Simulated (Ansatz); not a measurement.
Here is the system:

Ti3SiC2:
Space group P6₃/mmc (No. 194); a = b = 3.0676 Å, c = 17.6762 Å, α = β = 90.00°, γ = 120.00°

```tsv
atom	site	symmetry	x	y	z
Ti	4f	3m.	0.6667	0.3333	0.1352
Ti	2a	-3m.	0.0000	0.0000	0.0000
Si	2b	-6m2	0.0000	0.0000	0.2500
C	4f	3m.	0.3333	0.6667	0.0725
```

This is the r²SCAN-relaxed structure.

Problem. All from DFT-r²SCAN in the program Ansatz with PAW potentials, unless another level is named. Estimate the electronic character.

Solution. metallic (no gap).

Problem. Next, the density of states at the Fermi level?

Solution. 0.35 states/eV per atom (mean over ±0.08 eV).

Problem. Predict the formation energy from the elements (no fitted shifts).

Solution. -0.93 eV/atom.

Space group P6_3/mmc. The cell was relaxed with r²SCAN under the symmetry of its start; of distortions, only those at the zone centre were tested. The run is not spin-polarised. The references are the lowest solids computed at this level, not always the standard phases.

Potentials: the earlier of the program's two PAW sets.
